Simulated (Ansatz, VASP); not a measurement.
# HfO2: VASP beside Ansatz

Contents of INCAR:

```
SYSTEM = HfO2
  ALGO = Normal
  EDIFF = 1E-6
  EDIFFG = -0.02
  ENCUT = 600
  GGA = PS
  IBRION = 2
  ISIF = 4
  ISMEAR = 0
  LASPH = .TRUE.
  LCHARG = .FALSE.
  LREAL = .FALSE.
  LWAVE = .FALSE.
  NELM = 100
  NSW = 80
  PREC = Accurate
  SIGMA = 0.01
```

KPOINTS

```
k-points
0
G
  6 6 4
  0 0 0
```

The input POSCAR:

```
HfO2
1.0
    3.5580193300      0.0000000000      0.0000000000
    0.0000000000      3.5580193300      0.0000000000
    0.0000000000      0.0000000000      5.1718612100
Hf O
2 4
Direct
    0.5000000000      0.5000000000      0.5000000000
    0.0000000000      0.0000000000      0.0000000000
    0.0000000000      0.5000000000      0.6972078800
    0.5000000000      0.0000000000      0.8027921200
    0.5000000000      0.0000000000      0.3027921200
    0.0000000000      0.5000000000      0.1972078800
```

Input for Ansatz:

```yaml
crystal:
  lattice:
    - [3.55801933, 0.0, 0.0]
    - [0.0, 3.55801933, 0.0]
    - [0.0, 0.0, 5.17186121]
  atoms:
    - { symbol: Hf, position: [0.5, 0.5, 0.5] }
    - { symbol: Hf, position: [0.0, 0.0, 0.0] }
    - { symbol: O, position: [0.0, 0.5, 0.69720788] }
    - { symbol: O, position: [0.5, 0.0, 0.8027921200000001] }
    - { symbol: O, position: [0.5, 0.0, 0.30279212] }
    - { symbol: O, position: [0.0, 0.5, 0.19720788] }
basis:
  ecutwfc: 420.0
kpoints:
  mp_grid:
    grid: [6, 6, 4]
hamiltonian:
  xc: pbesol
  pseudopotentials:
    kind: paw
scf:
  occupations:
    method: fixed
relax:
  f_tol: 0.02
  cell:
    stress_tol: 0.05
    fix: [volume]
output:
  eigenvalues: true
```

Measurements of this composition are mostly on another form, of space group No. 14.

Alike in both runs: task relaxation of shape and atoms at fixed volume; functional PBEsol; k mesh 6 × 6 × 4; no spin polarisation.

|  | VASP | Ansatz |
| --- | --- | --- |
| version | VASP 6.6.1 | Ansatz 0.2.0 |
| potentials or method | VASP PAW PBE potentials, release 64 (Hf_pv, O) | plane waves, PAW |
| plane-wave cutoff (eV) | 600 | 420 |
| occupations | gaussian, width 0.01 eV | fixed |
| valence electrons in the cell | 44 | 76 |

Ansatz gave:

| Property | Result |
| --- | --- |
| gap on the k mesh at the Fermi level, each at its own relaxed structure (eV) | 4.57 |
| relaxed volume (Å³/atom) | 10.91 |
| relaxed cell length with the largest relative difference (Å) | 5.157 |

Question: What did VASP give for the same quantities?

Answer: gap on the k mesh at the Fermi level, each at its own relaxed structure (eV): 4.60; relaxed volume (Å³/atom): 10.91; relaxed cell length with the largest relative difference (Å): 5.158.

The two sets of potentials don't hold the same shells in valence.

Caveats: the PAW data sets were made with another functional, which shifts forces and pressure a little (VASP); spin-orbit coupling is left out, which moves the levels of the heavy elements. PBEsol gaps usually lie below the measured ones, often by a third to a half. A k mesh can miss the band edges.
